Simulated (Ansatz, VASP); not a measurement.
MgO: VASP beside Ansatz

INCAR

```
PREC = Accurate
ENCUT = 520
EDIFF = 1E-6
ISMEAR = -1
SIGMA = 0.02
LREAL = F
LASPH = T
NELM = 60
ALGO = Normal
ISIF = 2
LWAVE = F
LCHARG = F
GGA = PE
NBANDS = 11
```

The input KPOINTS:

```
regular mesh
0
Gamma
  10 10 10
```

POSCAR

```
MgO
1.0
    0.0964555237      2.0903613184      2.0903613184
    2.0903613184      0.0964555237      2.0903613184
    2.0903613184      2.0903613184      0.0964555237
Mg O
1 1
Direct
    0.0000000000      0.0000000000      0.0000000000
    0.5000000000      0.5000000000      0.5000000000
```

Input for Ansatz:

```yaml
crystal:
  lattice:
    - [0.0964555237, 2.0903613184, 2.0903613184]
    - [2.0903613184, 0.0964555237, 2.0903613184]
    - [2.0903613184, 2.0903613184, 0.0964555237]
  atoms:
    - { symbol: Mg, position: [0.0, 0.0, 0.0] }
    - { symbol: O, position: [0.5, 0.5, 0.5] }
kpoints:
  mp_grid: { grid: [10, 10, 10] }
  band_path:
    path:
      - [0.0, 0.0, 0.0]
      - [0.5, 0.0, 0.5]
      - [0.625, 0.25, 0.625]
      - [0.375, 0.375, 0.75]
      - [0.5, 0.5, 0.5]
      - [0.5, 0.25, 0.75]
    npoints: 1
hamiltonian:
  xc: pbe
scf:
  occupations: { method: fermi_dirac, width: 0.02 }
  n_extra_bands: 4
output:
  forces: true
  stress: true
  eigenvalues: true
```

Change from the starting cell: epitaxial_111 strain -5.2%.

Alike in both runs: task single point; functional PBE; k mesh 10 × 10 × 10; occupations fermi-dirac, width 0.02 eV; no spin polarisation.

```csv
,VASP,Ansatz
version,VASP 6.6.1,Ansatz 0.2.0
potentials or method,"VASP PAW PBE potentials, release 64 (Mg, O)","plane waves, PAW"
plane-wave cutoff (eV),520,420
valence electrons in the cell,8,16
```

Ansatz gave:

```
gap on the k mesh at the Fermi level (eV)       : 5.39
pressure (GPa)                                  : 23.8
largest component of the traceless stress (GPa) : 8.37
```

Q: Estimate VASP's values.

A: gap on the k mesh at the Fermi level (eV): 5.38; pressure (GPa): 23.1; largest component of the traceless stress (GPa): 8.43.

The functional is the same, so the differences come from potentials, cutoffs and numerics. The two sets of potentials don't hold the same shells in valence.

Caveats: so large a pressure means that the cell lies far from this level's equilibrium, or that cutoff or potentials fall short (VASP).
